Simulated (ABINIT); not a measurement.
Crystal: Ru.

```
Ru
1.0
     2.70580    0.00000    0.00000
    -1.35290    2.34329    0.00000
     0.00000    0.00000    4.28190
Ru
2
Cartesian
  1.3529 0.7811 3.2114
  0.0000 1.5622 1.0705
```

Base run:

| Quantity | Value |
| --- | --- |
| Program | ABINIT 10.8.3 (patched build) |
| Functional | LDA |
| Potentials or basis | JTH PAW LDA v2.0 |
| Cutoff | 408 eV |
| k mesh | 11 × 11 × 6 |
| Occupations | fermi-dirac, width 0.05 eV |
| Spin | no spin polarisation |

Its results: band gap on the k mesh none (metal or under the smearing width); pressure -12.5 GPa.

Task: After a change of settings the same cell gave: band gap on the k mesh none (metal or under the smearing width); pressure -16.3 GPa. Which change was it?
A. k mesh from 11 × 11 × 6 to 4 × 4 × 2
B. functional from LDA to LDA-PZ
C. functional from LDA to BLYP; potentials or basis from JTH PAW LDA v2.0 to JTH PAW PBE v2.0
D. k mesh from 11 × 11 × 6 to 7 × 7 × 4

Result: A.

Caveats: some runs use coarse meshes; so large a pressure means that the cell lies far from this level's equilibrium, or that cutoff or potentials fall short (some runs).
